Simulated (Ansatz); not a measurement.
input.yaml (Ansatz)

```yaml
crystal:
  lattice:
    - [4.2607402594, 0.0, 0.0]
    - [-2.1303701297, 3.6899093036, 0.0]
    - [0.0, 0.0, 8.1906947486]
  atoms:
    - { symbol: Te, position: [1.0, 1.0, 0.0] }
    - { symbol: Te, position: [1.0, 1.0, 0.5] }
    - { symbol: Te, position: [0.3333333333, 0.6666666667, 0.25] }
    - { symbol: Te, position: [0.6666666667, 0.3333333333, 0.75] }
hamiltonian:
  xc: rpbe
  pseudopotentials:
    kind: paw
    azcp:
      Te: "pseudopotentials/Te.paw.azcp"
basis:
  ecutwfc: 420
  fft_grid_basis: typed
kpoints:
  mp_grid: { grid: [10, 10, 5], shift: [0, 0, 0] }
magnetization:
  spin_polarized: false
scf:
  occupations: { method: fermi_dirac, width: 0.1 }
  lower_state_search: "off"
output:
  stress: true
  write_density: true
  write_potential: true
  elf: true
  volumetric_format: npy
```

and its output:

```
Engine: ansatz 0.2.0, aarch64-unknown-linux-gnu
Pseudopotentials: kind: paw
Pseudopotential: Te, paw, valence charge 16, recommended cutoff 420 eV (normal) 
Functional definition: RPBE
  parameter kappa = 0.804
  parameter beta = 0.06672455060314922
  exchange = rpbe_x(kappa = kappa, mu = beta*pi^2/3)
  correlation = pbe_c(beta = beta)
Crystal: 4 atoms, lattice volume = 128.772 Å³
Basis set: ecut = 420 eV, 2541 PW (Γ)
Bands: 39, of which v1, the nominal top of the filled ones, is band 32 counted from 1 (31 counted from 0)
Symmetry: 24 space group operations
Space group: P63/mmc (ITA 194), of the structure as read, at distance tolerance 5.0e-5 Å
k-points: 42 of 500
Non-local potential: Te, projectors of the file, l = 0: 2, l = 1: 2, l = 2: 2, l = 3: 2
PAW form: soft (Blöchl's): semilocal exchange-correlation on the pseudo side does not see the compensation charge
PAW frozen core: Te, regenerated for the run's functional, and the local potential with it (the file was generated under x = pbe(κ = 0.804, μ = 0.2195149727645171), c = pbe(β = 0.06672455060314922))
PAW one-centre angular grid: Te, 590 points (default); XC on 64 Gauss nodes
Initial density: superposition of atomic densities (neutral atoms: chi_scale 0, normalization atom), corrected by the library's trained network
Initial wavefunctions: pseudopotential atomic-orbital guess
Functional: x = rpbe, c = pbe(β = 0.06672455060314922)
SCF iter   1: F=—  HF=-27954.661484 eV  |F-HF|=—  |Δ(HF+E_count)|=         —  Δρ=1.90e-3  dr2=3.56e-3  ethr=1.77e-3  ⟨swp⟩=8.4  Hψ=7162  notcnv=0  defer=1
SCF iter   2: F=—  HF=-27954.660780 eV  |F-HF|=—  |Δ(HF+E_count)|=   7.04e-4  Δρ=8.23e-4  dr2=7.16e-4  ethr=5.56e-6  ⟨swp⟩=2.8  Hψ=3473  notcnv=0
SCF iter   3: F=—  HF=-27954.660213 eV  |F-HF|=—  |Δ(HF+E_count)|=   5.67e-4  Δρ=1.87e-4  dr2=4.55e-5  ethr=1.12e-6  ⟨swp⟩=2.0  Hψ=2997  notcnv=0
SCF iter   4: F=—  HF=-27954.660290 eV  |F-HF|=—  |Δ(HF+E_count)|=   7.68e-5  Δρ=3.67e-5  dr2=2.00e-6  ethr=7.10e-8  ⟨swp⟩=2.0  Hψ=2203  notcnv=0
SCF iter   5: F=—  HF=-27954.660292 eV  |F-HF|=—  |Δ(HF+E_count)|=   1.86e-6  Δρ=7.11e-6  dr2=1.13e-7  ethr=3.12e-9  ⟨swp⟩=3.0  Hψ=3451  notcnv=0
SCF iter   6: F=-27954.660292 eV  HF=-27954.660292 eV  |F-HF|=2.03e-9  |Δ(HF+E_count)|=   2.26e-8  Δρ=1.60e-6  dr2=3.52e-9  ethr=1.56e-10  ⟨swp⟩=12.0  Hψ=11538  notcnv=0
SCF 1 converged in 6 iterations: F = -27954.660292 eV  dr2 = 3.52e-9
SCF converged after 6 iterations
Free energy (F): -27954.660292 eV
Harris-Foulkes:  -27954.660292 eV  (|F-HF|=2.03e-9)
Internal energy: -27954.571865 eV  (E = F + TS)
E sigma→0 (E₀):  -27954.616079 eV
Entropy (-TS):   -0.088426 eV (-22.107 meV/atom)
Fermi energy:    9.709974 eV
--- Per-component energies (eV) ---
  E_band       = -1012.014687
  E_kinetic    = 718.529634
  E_local      = -4789.089922  (includes V_loc(G=0)·N_el)
  E_nonlocal   = -1246.183229
  E_hartree    = 3116.340284
  E_xc         = -496.476555
  E_vxc        = -414.163040  (∫ρ·V_xc dr)
  E_paw        = -18682.472551  (= ΣΔE_a)
  E_vpaw       = -1513.788118  (= ΣTr[D̂ρ^β])
  E_aug_tail   = -0.000661  (compensation charges beyond the density's cutoff)
  E_ewald      = -6575.062928
  E_core_change = -0.155938  (= ΣΔE_core)
  E_smearing   = -0.088426  (= −TS)
  E_closure    = 0.000000  (closes the sum)
  Σ components = -27954.660292   (vs F -27954.660292, Δ=0.00e0)
--- Stress (GPa, compression-positive) ---
        1.576358       0.000000       0.000000
        0.000000       1.576358       0.000000
        0.000000       0.000000       2.743972
  P = ⅓ Tr σ = 1.9656 GPa (19.656 kbar)
--- Band table (eV; the first three rows and the last of 42) ---
  k-point 0: bands = ["-27.7891", "-27.7868", "-27.7790", "-27.7790", "-27.7677", "-27.7677", "-27.7393", "-27.7393", "-27.7303", "-27.7303", "-27.6762", "-27.6755", "-27.6584", "-27.6584", "-27.6546", "-27.6546", "-27.6401", "-27.6401", "-27.6332", "-27.6332", "-3.9845", "-2.1493", "-2.0406", "1.2634", "5.8217", "7.1508", "7.1508", "8.3344", "8.3344", "8.3517", "8.7497", "8.7497", "8.8732", "10.4546", "10.4546", "11.9909", "12.9047", "15.0606", "15.0606"]
  k-point 1: bands = ["-27.7889", "-27.7870", "-27.7781", "-27.7781", "-27.7690", "-27.7690", "-27.7383", "-27.7383", "-27.7311", "-27.7311", "-27.6761", "-27.6755", "-27.6579", "-27.6579", "-27.6549", "-27.6549", "-27.6394", "-27.6394", "-27.6339", "-27.6339", "-3.9061", "-2.7574", "-1.3253", "0.9924", "6.0317", "7.2130", "7.2130", "7.8307", "8.0489", "8.0489", "9.0691", "9.0691", "9.4384", "10.3202", "10.3202", "11.6820", "13.2153", "15.2396", "15.2396"]
  k-point 2: bands = ["-27.7883", "-27.7876", "-27.7756", "-27.7756", "-27.7721", "-27.7721", "-27.7358", "-27.7358", "-27.7331", "-27.7331", "-27.6759", "-27.6757", "-27.6569", "-27.6569", "-27.6557", "-27.6557", "-27.6377", "-27.6377", "-27.6356", "-27.6356", "-3.6720", "-3.2864", "-0.4930", "0.3287", "6.5356", "7.1610", "7.3955", "7.3955", "7.6840", "7.6840", "9.5347", "9.5347", "9.9781", "9.9781", "10.2270", "11.0128", "14.0155", "15.0912", "15.7539"]
  k-point 41: bands = ["-27.7866", "-27.7866", "-27.7749", "-27.7741", "-27.7685", "-27.7683", "-27.7321", "-27.7317", "-27.7310", "-27.7303", "-27.6749", "-27.6747", "-27.6625", "-27.6621", "-27.6583", "-27.6578", "-27.6384", "-27.6381", "-27.6373", "-27.6373", "-1.8365", "-1.6756", "-1.2916", "-1.2449", "4.4275", "4.5071", "5.0729", "6.0156", "6.6762", "7.1009", "7.7806", "8.2483", "10.8161", "11.6542", "12.1628", "12.3080", "15.3599", "15.6247", "16.0100"]
```

Command:

```sh
ansatz run input.yaml --threads 2 --pin off --max-ram 5120MiB --backend cpu --events-out ev --progress --plain --runs-dir out
```

On 2 threads of Arm Neoverse V1 (shared host) this took about 7.5 s of wall time and 15 s of CPU time.
